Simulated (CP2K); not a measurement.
# Sn under changes of volume

One of the cells (27.205 Å³/atom); the others are scaled copies at fixed shape and fractional positions:

```xyz
1
Lattice="3.2816 0.0000 0.0000 -1.0939 3.0940 0.0000 -1.0939 -1.5470 2.6794" Properties=species:S:1:pos:R:3 pbc="T T T"
Sn    0.0000    0.0000    0.0000
```

This isn't the form of Sn at room conditions, which is tetragonal (white tin).

* Program: CP2K 2026.2
* Functional: LDA
* Potentials or basis: GTH_POTENTIALS Sn GTH-PADE-q4; TZVP-MOLOPT-PBE-GTH basis
* Density cutoff: 6123 eV
* k mesh: 10 × 10 × 10
* Occupations: fermi-dirac, width 0.1 eV
* Spin: no spin polarisation

```tsv
volume (Å³/atom)	energy over the lowest point (meV/atom)	pressure (GPa)
25.573	0.00	-0.4
26.117	?	?
26.661	10.51	-2.3
27.205	20.22	-3.2
27.749	32.44	-3.9
28.293	46.93	-4.5
28.837	63.45	-5.1
```

**Question.** What does the run at 26.117 Å³/atom give?

**Answer.** Energy over the lowest point 3.65 meV/atom; pressure -1.4 GPa.

Worked out: A Birch-Murnaghan fit of order 3 (a polynomial in V^(-2/3)) to the other rows has its minimum at 25.28 Å³/atom, just outside them, with B0 = V·E''(V) = 52 GPa and B' = 4.3. It gives 3.67 meV/atom at 26.117 Å³/atom, against the run's 3.65, and -dE/dV = -1.6 GPa, against -1.4.

Energies are extrapolated to zero smearing.

Caveats: the basis of atomic orbitals isn't converged, which shifts pressures, moduli and gaps.
